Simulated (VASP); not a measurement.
# Na (P6_3/mmc) in VASP: notebook

The runs below take Na through single point, with PBE.

Everything below comes from runs of VASP 6.6.1. Logs are shortened: lines on timing, memory, paths and dates and some standing lists are left out, and cuts for length are marked.

## (1) The crystal as given

Symmetry: P6_3/mmc, No. 194, hexagonal system. Conventional cell: a = 3.767 Å, b = 3.767 Å, c = 6.154 Å, α = 90.00°, β = 90.00°, γ = 120.00°. Na (site symmetry -6m2) has 12 Na at 3.77 Å as nearest neighbours.

This isn't the form of Na at room conditions, which is bcc.

## (2) Single point, PBE

INCAR

```
SYSTEM = Na
PREC     = Accurate       ! precision mode
ENCUT    = 460            ! plane-wave cutoff, eV
EDIFF    = 1E-6           ! SCF threshold, eV
ISMEAR   = 0              ! smearing method
SIGMA    = 0.2            ! smearing width, eV
LREAL    = .FALSE.        ! projectors in reciprocal space
LASPH    = .TRUE.         ! aspherical terms in the spheres
NELM     = 100            ! most SCF steps
ALGO     = Normal         ! electronic algorithm
ISIF     = 2              ! what is computed and relaxed
LWAVE    = .FALSE.        ! write WAVECAR
LCHARG   = .FALSE.        ! write CHGCAR
GGA      = PE             ! functional
NBANDS   = 14             ! bands
ADDGRID  = .FALSE.
```

KPOINTS

```
regular mesh
0
G
  14 14 8
  0 0 0
```

POSCAR

```
Na
1.0
    3.7670000000      0.0000000000      0.0000000000
   -1.8835000000      3.2623176961      0.0000000000
    0.0000000000      0.0000000000      6.1540000000
Na
2
Direct
    0.6666666667      0.3333333333      0.7500000000
    0.3333333333      0.6666666667      0.2500000000
```

Potentials or basis: VASP PAW PBE potentials, release 64 (Na_pv).

Launch:

```bash
$ cat potpaw_PBE.64/Na_pv/POTCAR > POTCAR
$ mpirun -np 1 vasp_std > vasp.out
```

OUTCAR:

```text
SYSTEM = Na
   PREC = Accurate
   ENCUT = 460
   EDIFF = 1E-6
   ISMEAR = 0
   LREAL = .FALSE.
   LASPH = .TRUE.
   NELM = 100
   ISIF = 2
   GGA = PE

 Found    120 irreducible k-points:

 Following reciprocal coordinates:
            Coordinates               Weight
  0.000000  0.000000  0.000000      1.000000
  0.071429 -0.000000  0.000000      6.000000
  0.142857 -0.000000  0.000000      6.000000
  0.214286 -0.000000  0.000000      6.000000
  0.285714 -0.000000  0.000000      6.000000
  0.357143 -0.000000  0.000000      6.000000
   k-points           NKPTS =    120   k-points in BZ     NKDIM =    120   number of bands    NBANDS=     14
   number of dos      NEDOS =    301   number of ions     NIONS =      2
   total plane-waves  NPLWV =  37632
   dimension x,y,z NGX =    28 NGY =   28 NGZ =   48
   dimension x,y,z NGXF=    56 NGYF=   56 NGZF=   96
   ions per type =               2
   NGX,Y,Z   is equivalent  to a cutoff of  12.36, 12.36, 12.97 a.u.
   NGXF,Y,Z  is equivalent  to a cutoff of  24.71, 24.71, 25.93 a.u.
 SYSTEM =  Na
   PREC   = accura    normal or accurate (medium, high low for compatibility)
   ISTART =      0    job   : 0-new  1-cont  2-samecut
   ICHARG =      2    charge: 1-file 2-atom 10-const
   ISPIN  =      1    spin polarized calculation?
   LNONCOLLINEAR =      F non collinear calculations
   LSORBIT =      F    spin-orbit coupling
   LASPH  =      T    aspherical Exc in radial PAW
   ENCUT  =  460.0 eV  33.81 Ry    5.81 a.u.   6.59  6.59 10.76*2*pi/ulx,y,z
   NELM   =    100;   NELMIN=  2; NELMDL= -5     # of ELM steps
   EDIFF  = 0.1E-05   stopping-criterion for ELM
   LREAL  =      F    real-space projection
   EDIFFG = 0.1E-04   stopping-criterion for IOM
   NSW    =      0    number of steps for IOM
   IBRION =     -1    ionic relax: 0-MD 1-quasi-New 2-CG
   NFREE  =      0    steps in history (QN), initial steepest desc. (CG)
   ISIF   =      2    stress and relaxation
   ISYM   =      2    0-nonsym 1-usesym 2-fastsym
   POTIM  = 0.5000    time-step for ionic-motion
   TEBEG  =    0.0;   TEEND  =   0.0 temperature during run
   PSTRESS=    0.0 pullay stress
   NELECT =      14.0000    total number of electrons
   NUPDOWN=      -1.0000    fix difference up-down
   EMIN   =  10.00;   EMAX   =-10.00  energy-range for DOS
   EFERMI =   0.00;   METHOD = LEGACY
   ISMEAR =     0;   SIGMA  =   0.20  broadening in eV -4-tet -1-fermi 0-gaus
   EFERMI_NEDOS =   21; number of points for ismear=-14 and -15
   IALGO  =     38    algorithm
   IMIX   =      4    mixing-type and parameters
     AMIX     =   0.40;   BMIX     =  1.00
     AMIX_MAG =   1.60;   BMIX_MAG =  1.00
  volume/ion in A,a.u.               =      37.81       255.18
  Fermi-wavevector in a.u.,A,eV,Ry     =   0.933020  1.763153 11.844235  0.870527
  Thomas-Fermi vector in A             =   2.059678
   LORBIT       =      0    0 simple, 1 ext, 2 COOP (PROOUT), +10 PAW based schemes
   GGA     = PE    functional components
   LHFCALC =     F    Hartree Fock is set to
   AEXX    =    0.0000 exact exchange contribution
   IVDW    =     0    specifies the selected vdW correction
   LEPSILON=     F    determine dielectric tensor
   LRPA    =     F    only Hartree local field effects (RPA)
 non-spin polarized calculation
 Gauss-broadening in eV      SIGMA  =   0.20
  energy-cutoff  :      460.00
  volume of cell :       75.63
 maximum number of plane-waves:      1737
 NGX is ok and might be reduce to    28
   NGX = 13   NGY = 13   NGZ = 21

 number of electron      14.0000011 magnetization

 Free energy of the ion-electron system (eV)
  ---------------------------------------------------
  ext. energy  EPLUGINS =         0.00000000
  ---------------------------------------------------
  free energy    TOTEN  =        -2.63314014 eV

  energy without entropy =       -2.61474619  energy(sigma->0) =       -2.62394317

 E-fermi :   0.2697     XC(G=0):  -6.4508

 val. band max:        0.2688468057   @ k =   0.2857   0.2143   0.3750
 cond. band min:       0.2699818272   @ k =   0.3571   0.0714   0.5000
 fundamental gap:      0.0011350216
 Fermi energy:         0.2697431240

 k-point     1 :       0.0000    0.0000    0.0000
  band No.  band energies     occupation
      1     -24.6724      2.00000
      2     -24.6448      2.00000
      3     -24.6448      2.00000
      4     -24.6402      2.00000
      5     -24.6402      2.00000
      6     -24.6399      2.00000
      7      -2.9662      2.00000
      8       0.8231      0.00009
      9       1.2086      0.00000
     10      10.1442      0.00000
     11      10.1442      0.00000
     12      10.4840      0.00000
     13      10.4840      0.00000
     14      10.6375      0.00000

 k-point     2 :       0.0714   -0.0000    0.0000
  band No.  band energies     occupation
      1     -24.6718      2.00000
      2     -24.6459      2.00000
      3     -24.6451      2.00000
      4     -24.6415      2.00000
      5     -24.6404      2.00000
      6     -24.6402      2.00000
      7      -2.8916      2.00000
      8       0.8894      0.00001
      9       1.2814      0.00000
     10       8.7563      0.00000
     11       9.5090      0.00000
     12       9.9524      0.00000
     13      11.2044      0.00000
     14      11.3555      0.00000

 k-point     3 :       0.1429   -0.0000    0.0000
  band No.  band energies     occupation
      1     -24.6702      2.00000
      2     -24.6492      2.00000
      3     -24.6462      2.00000
      4     -24.6449      2.00000
      5     -24.6410      2.00000
      6     -24.6408      2.00000
      7      -2.6686      2.00000
      8       1.0884      0.00000
      9       1.4976      0.00000
     10       7.1450      0.00000
     11       8.8441      0.00000
     12       9.1212      0.00000
     13      10.5065      0.00000
     14      11.2436      0.00000

 k-point     4 :       0.2143   -0.0000    0.0000
  band No.  band energies     occupation
      1     -24.6678      2.00000
      2     -24.6542      2.00000
      3     -24.6498      2.00000
      4     -24.6477      2.00000
      5     -24.6419      2.00000
      6     -24.6418      2.00000
      7      -2.2991      2.00000
      8       1.4207      0.00000
      9       1.8493      0.00000
     10       5.6264      0.00000
     11       8.2950      0.00000
     12       8.2968      0.00000
     13       8.9667      0.00000
     14      10.2898      0.00000

 k-point     5 :       0.2857   -0.0000    0.0000
  band No.  band energies     occupation
      1     -24.6649      2.00000
      2     -24.6598      2.00000
      3     -24.6553      2.00000
      4     -24.6493      2.00000
      5     -24.6432      2.00000
      6     -24.6429      2.00000
      7      -1.7861      2.00000
      8       1.8870      0.00000
      9       2.3068      0.00000
     10       4.2501      0.00000
     11       7.4498      0.00000
     12       7.5473      0.00000
     13       7.8674      0.00000
     14       9.3716      0.00000

 k-point     6 :       0.3571   -0.0000    0.0000
  band No.  band energies     occupation
      1     -24.6648      2.00000
      2     -24.6618      2.00000
      3     -24.6601      2.00000
      4     -24.6507      2.00000
      5     -24.6450      2.00000
      6     -24.6439      2.00000
      7      -1.1337      2.00000
      8       2.4883      0.00000
      9       2.5163      0.00000
     10       3.3686      0.00000
     11       6.2610      0.00000
     12       6.5405      0.00000
     13       7.5621      0.00000
     14       8.7213      0.00000

 [... further k-points ...]

------------------------ aborting loop because EDIFF is reached ----------------------------------------

  FORCE on cell =-STRESS in cart. coord.  units (eV):
  Direction    XX          YY          ZZ          XY          YZ          ZX
  --------------------------------------------------------------------------------------
  -------------------------------------------------------------------------------------
  Total       -0.0974617     -0.0974617     -0.0985305      0.0000000      0.0000000      0.0000000
  in kB       -2.0647389     -2.0647389     -2.0873812      0.0000000      0.0000000      0.0000000
  external PRESSURE =      -2.0722863 kB  Pullay stress =       0.0000000 kB

 VOLUME and BASIS-vectors are now :
 -----------------------------------------------------------------------------
  energy-cutoff  :      460.00
  volume of cell :       75.63
      direct lattice vectors                 reciprocal lattice vectors
     3.767000000  0.000000000  0.000000000     0.265463233  0.153265269  0.000000000
    -1.883500000  3.262317696  0.000000000     0.000000000  0.306530538  0.000000000
     0.000000000  0.000000000  6.154000000     0.000000000  0.000000000  0.162495938

 POSITION                                       TOTAL-FORCE (eV/Angst)
 -----------------------------------------------------------------------------------
      1.88350      1.08744      4.61550        -0.000000      0.000000      0.000000
     -0.00000      2.17488      1.53850         0.000000     -0.000000      0.000000
 -----------------------------------------------------------------------------------
    total drift:                                0.000000     -0.000000      0.000000

  FREE ENERGIE OF THE ION-ELECTRON SYSTEM (eV)
  ---------------------------------------------------
  free  energy   TOTEN  =        -2.6331401386 eV

  energy  without entropy=       -2.6147461928  energy(sigma->0) =       -2.62394317
```

Wall time 36 s (1 thread of Intel Xeon Platinum 8488C (Sapphire Rapids), shared host); peak memory 0.22 GiB.

These settings aren't checked as converged: the numbers below hold their error.

What came out:

```yaml
Free_energy: -2.6331 eV
Pressure: -0.2 GPa
Band_gap_on_the_k_mesh: none (metal or under the smearing width)
```

## (3) Single point, PBE

INCAR is that of step 2.

KPOINTS is that of step 2.

POSCAR

```
Na
1.0
    3.7670000000      0.0000000000      0.0000000000
   -1.8835000000      3.2623176961      0.0000000000
    0.0000000000      0.0000000000      6.1540000000
Na
2
Direct
    0.6607270000      0.3253030000      0.7651560000
    0.3322080000      0.6634530000      0.2738460000
```

Potentials or basis: VASP PAW PBE potentials, release 64 (Na_pv).

Launch:

```bash
$ cat potpaw_PBE.64/Na_pv/POTCAR > POTCAR
$ mpirun -np 1 vasp_std > vasp.out
```

OUTCAR:

```text
SYSTEM = Na
   PREC = Accurate
   ENCUT = 460
   EDIFF = 1E-6
   ISMEAR = 0
   LREAL = .FALSE.
   LASPH = .TRUE.
   NELM = 100
   ISIF = 2
   GGA = PE

 Found    788 irreducible k-points:

 Following reciprocal coordinates:
            Coordinates               Weight
  0.000000  0.000000  0.000000      1.000000
  0.071429 -0.000000  0.000000      2.000000
  0.000000  0.071429  0.000000      2.000000
 -0.071429  0.071429  0.000000      2.000000
  0.142857 -0.000000  0.000000      2.000000
  0.000000  0.142857  0.000000      2.000000
   k-points           NKPTS =    788   k-points in BZ     NKDIM =    788   number of bands    NBANDS=     14
[... 181 lines left out ...]
  --------------------------------------------------------------------------------------
  -------------------------------------------------------------------------------------
  Total       -0.0940659     -0.0837309     -0.0890785     -0.0033146      0.0003740      0.0003934
  in kB       -1.9927983     -1.7738512     -1.8871397     -0.0702208      0.0079240      0.0083340
  external PRESSURE =      -1.8845964 kB  Pullay stress =       0.0000000 kB

 VOLUME and BASIS-vectors are now :
 -----------------------------------------------------------------------------
  energy-cutoff  :      460.00
  volume of cell :       75.63
      direct lattice vectors                 reciprocal lattice vectors
     3.767000000  0.000000000  0.000000000     0.265463233  0.153265269  0.000000000
    -1.883500000  3.262317696  0.000000000     0.000000000  0.306530538  0.000000000
     0.000000000  0.000000000  6.154000000     0.000000000  0.000000000  0.162495938

 POSITION                                       TOTAL-FORCE (eV/Angst)
 -----------------------------------------------------------------------------------
      1.87625      1.06124      4.70877         0.000923      0.002269      0.036066
      0.00181      2.16439      1.68525        -0.000923     -0.002269     -0.036066
 -----------------------------------------------------------------------------------
    total drift:                               -0.000048      0.000082     -0.000053

  FREE ENERGIE OF THE ION-ELECTRON SYSTEM (eV)
  ---------------------------------------------------
  free  energy   TOTEN  =        -2.6321358958 eV

  energy  without entropy=       -2.6137415671  energy(sigma->0) =       -2.62293873
```

OSZICAR:

```text
N       E                     dE             d eps       ncg     rms          rms(c)
DAV:   1     0.964002516867E+02    0.96400E+02   -0.72623E+03 22112   0.883E+02
DAV:   2     0.118153289697E+01   -0.95219E+02   -0.94274E+02 22928   0.264E+02
DAV:   3    -0.258107392276E+01   -0.37626E+01   -0.37595E+01 28166   0.608E+01
DAV:   4    -0.263238283566E+01   -0.51309E-01   -0.51307E-01 24074   0.766E+00
DAV:   5    -0.263354106335E+01   -0.11582E-02   -0.11582E-02 28208   0.118E+00    0.286E-01
DAV:   6    -0.263270299258E+01    0.83807E-03   -0.11608E-03 26872   0.394E-01    0.192E-01
DAV:   7    -0.263215630358E+01    0.54669E-03   -0.20638E-03 29256   0.451E-01    0.250E-02
DAV:   8    -0.263213614752E+01    0.20156E-04   -0.17603E-04 27128   0.200E-01    0.516E-03
DAV:   9    -0.263213589580E+01    0.25172E-06   -0.58826E-06 26354   0.383E-02
   1 F= -.26321359E+01 E0= -.26229387E+01  d E =-.183943E-01
```

stdout:

```text
POSCAR found type information on POSCAR Na
 POSCAR found :  1 types and       2 ions
 scaLAPACK will be used
 LDA part: xc-table for (Slater+PW92), standard interpolation
 POSCAR, INCAR and KPOINTS ok, starting setup
 FFT: planning ... GRIDC
 FFT: planning ... GRID_SOFT
 FFT: planning ... GRID
 WAVECAR not read
 entering main loop
```

It took 4.5 min on 1 thread of Intel Xeon Platinum 8488C (Sapphire Rapids), shared host; peak memory 0.58 GiB.

These settings aren't checked as converged: the numbers below hold their error.

Results:

* Free energy: -2.6321 eV
* Pressure: -0.2 GPa
* Largest force: 0.036 eV/Å
* Band gap on the k mesh: none (metal or under the smearing width)

## (4) Single point, PBE

Edit INCAR of step 3 so:

```diff
@@ -2,3 +2,3 @@
 PREC     = Accurate       ! precision mode
-ENCUT    = 460            ! plane-wave cutoff, eV
+ENCUT    = 650            ! plane-wave cutoff, eV
 EDIFF    = 1E-6           ! SCF threshold, eV
```

KPOINTS

```
regular mesh
0
G
  12 12 7
  0 0 0
```

POSCAR

```
Na
1.0
    3.7670000000      0.0000000000      0.0000000000
   -1.8835000000      3.2623176961      0.0000000000
    0.0000000000      0.0000000000      6.1540000000
Na
2
Direct
    0.6666666667      0.3333333333      0.7500000000
    0.3333333333      0.6666666667      0.2500000000
```

Potentials or basis: VASP PAW PBE potentials, release 64 (Na_pv).

Launch:

```bash
$ cat potpaw_PBE.64/Na_pv/POTCAR > POTCAR
$ mpirun -np 1 vasp_std > vasp.out
```

OUTCAR:

```text
SYSTEM = Na
   PREC = Accurate
   ENCUT = 650
   EDIFF = 1E-6
   ISMEAR = 0
   LREAL = .FALSE.
   LASPH = .TRUE.
   NELM = 100
   ISIF = 2
   GGA = PE

 Found     76 irreducible k-points:

 Following reciprocal coordinates:
            Coordinates               Weight
  0.000000  0.000000  0.000000      1.000000
  0.083333  0.000000  0.000000      6.000000
  0.166667 -0.000000  0.000000      6.000000
  0.250000  0.000000  0.000000      6.000000
  0.333333 -0.000000  0.000000      6.000000
  0.416667 -0.000000  0.000000      6.000000
   k-points           NKPTS =     76   k-points in BZ     NKDIM =     76   number of bands    NBANDS=     14
[... 182 lines left out ...]
  --------------------------------------------------------------------------------------
  -------------------------------------------------------------------------------------
  Total       -0.0645655     -0.0645655     -0.0888136      0.0000000      0.0000000      0.0000000
  in kB       -1.3678283     -1.3678283     -1.8815272      0.0000000      0.0000000      0.0000000
  external PRESSURE =      -1.5390613 kB  Pullay stress =       0.0000000 kB

 VOLUME and BASIS-vectors are now :
 -----------------------------------------------------------------------------
  energy-cutoff  :      650.00
  volume of cell :       75.63
      direct lattice vectors                 reciprocal lattice vectors
     3.767000000  0.000000000  0.000000000     0.265463233  0.153265269  0.000000000
    -1.883500000  3.262317696  0.000000000     0.000000000  0.306530538  0.000000000
     0.000000000  0.000000000  6.154000000     0.000000000  0.000000000  0.162495938

 POSITION                                       TOTAL-FORCE (eV/Angst)
 -----------------------------------------------------------------------------------
      1.88350      1.08744      4.61550        -0.000000      0.000000      0.000000
     -0.00000      2.17488      1.53850         0.000000      0.000000      0.000000
 -----------------------------------------------------------------------------------
    total drift:                                0.000000     -0.000000      0.000000

  FREE ENERGIE OF THE ION-ELECTRON SYSTEM (eV)
  ---------------------------------------------------
  free  energy   TOTEN  =        -2.6320783926 eV

  energy  without entropy=       -2.6116334334  energy(sigma->0) =       -2.62185591
```

stdout:

```text
POSCAR found type information on POSCAR Na
 POSCAR found :  1 types and       2 ions
 scaLAPACK will be used
 LDA part: xc-table for (Slater+PW92), standard interpolation
 POSCAR, INCAR and KPOINTS ok, starting setup
 FFT: planning ... GRIDC
 FFT: planning ... GRID_SOFT
 FFT: planning ... GRID
 WAVECAR not read
 entering main loop
```

It took 36 s on 1 thread of Intel Xeon Platinum 8488C (Sapphire Rapids), shared host; peak memory 0.25 GiB.

These settings aren't checked as converged: the numbers below hold their error.

What came out:

| Property | Result |
| --- | --- |
| Free energy | -2.6321 eV |
| Pressure | -0.2 GPa |
| Band gap on the k mesh | none (metal or under the smearing width) |

## (5) The reference run

An earlier run on the cell as given: functional PBE; potentials or basis VASP PAW PBE potentials, release 64 (Na_pv); cutoff 520 eV; k mesh 8 × 8 × 5; occupations fermi-dirac, width 0.05 eV; no spin polarisation.

* Pressure: -0.2 GPa
* Band gap on the k mesh: none (metal or under the smearing width)
